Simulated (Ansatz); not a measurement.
## Ionic part of the dielectric constant of BN at 6 GPa, mode by mode

All numbers below come from Ansatz, DFT PBEsol, scalar-relativistic, plane waves, PAW. Cutoff 420 eV, 12×12×12 k-points (Γ-centred), fixed occupations. No spin polarisation. Phonons by linear response, acoustic sum rule imposed.

Symmetry: R3m, No. 160, trigonal system. Conventional cell: a = 2.493 Å, b = 2.493 Å, c = 8.896 Å, α = 90.00°, β = 90.00°, γ = 120.00°. B (site symmetry 3m) is surrounded by 3 N at 1.44 Å. Around N (site symmetry 3m) lie 3 B at 1.44 Å.

The crystal is built of layers and no dispersion correction was added, so the binding between them is poorly described, and with it their spacing and whatever depends on it.

The primitive cell has V = 15.95 Å³ and ε∞,zz = 3.294. Each polar mode adds Δε = (4.92064×10⁷/V)·S/ν² along z, with S its oscillator strength in e²/amu, ν in cm⁻¹ and V in Å³.

Question: From these modes, find each Δε and ε0,zz.
| ν (cm⁻¹) | S_zz (e²/amu) |
| --- | --- |
| 712.5 | 0.1419 |
| 1388.8 | 0.01269 |

Answer:
| ν (cm⁻¹) | Δε |
| --- | --- |
| 712.5 | 0.86 |
| 1388.8 | 0.02 |

The sum is 0.882, so ε0,zz = 4.18; the run's tensor has 4.18.

Question: Where do the longitudinal modes lie for a wave vector along z?

Answer: At 800, 1393 cm⁻¹. The Lyddane–Sachs–Teller product Π(ν_LO/ν_TO)² = 1.27 matches ε0/ε∞ = 1.27.

This form isn't the usual stable structure of the compound at low pressure.

Cost: 1 run of about 1.6 core-minutes, on Intel Xeon Processor @ 2.70GHz (shared hosts).